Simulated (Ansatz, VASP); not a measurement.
## One calculation of Br, two programs

Contents of INCAR:

```
SYSTEM = Br
  PREC = Accurate
  ENCUT = 520
  EDIFF = 1E-7
  ISMEAR = -1
  SIGMA = 0.1
  LREAL = .FALSE.
  LASPH = .TRUE.
  NELM = 80
  ALGO = Normal
  ISIF = 2
  LWAVE = .FALSE.
  LCHARG = .FALSE.
  GGA = PS
  NBANDS = 14
```

KPOINTS

```
regular mesh
0
G
  14 14 8
  0 0 0
```

Contents of POSCAR:

```
Br
1.0
    2.9082168249      0.0000000000      0.0000000000
   -1.4541084125      2.5185896501      0.0000000000
    0.0000000000      0.0000000000      4.2493761482
Br
2
Direct
    0.3333333333      0.6666666667      0.2500000000
    0.6666666667      0.3333333333      0.7500000000
```

Input for Ansatz:

```yaml
crystal:
  lattice:
    - [2.9082168249, 0.0, 0.0]
    - [-1.4541084125, 2.5185896501, 0.0]
    - [0.0, 0.0, 4.2493761482]
  atoms:
    - { symbol: Br, position: [0.3333333333, 0.6666666667, 0.25] }
    - { symbol: Br, position: [0.6666666667, 0.3333333333, 0.75] }
kpoints:
  mp_grid: { grid: [14, 14, 8] }
scf:
  occupations: { method: fermi_dirac, width: 0.1 }
hamiltonian:
  xc: pbesol
  pseudopotentials: { kind: paw }
output:
  forces: true
  stress: true
  eigenvalues: true
  populations: true
  write_density: true
  write_potential: true
  elf: true
  volumetric_format: npy
```

Change from the starting cell: volume scaled by 0.6, PAW files.

Alike in both runs: task single point; functional PBEsol; k mesh 14 × 14 × 8; occupations fermi-dirac, width 0.1 eV; no spin polarisation.

|  | VASP | Ansatz |
| --- | --- | --- |
| version | VASP 6.6.1 | Ansatz 0.2.0 |
| potentials or method | VASP PAW PBE potentials, release 64 (Br) | PAW with Ansatz's default frozen-core files, scalar-relativistic |
| plane-wave cutoff (eV) | 520 | 420 |
| valence electrons in the cell | 14 | 14 |

|  | VASP | Ansatz | Ansatz less VASP |
| --- | --- | --- | --- |
| pressure (GPa) | 53.5 | 53.3 | -0.26 |
| largest component of the traceless stress (GPa) | 0.10 | 0.06 | -0.042 |

Caveats: so large a pressure means that the cell lies far from this level's equilibrium, or that cutoff or potentials fall short (VASP); the potentials were made for another functional, which shifts forces and pressure (VASP).
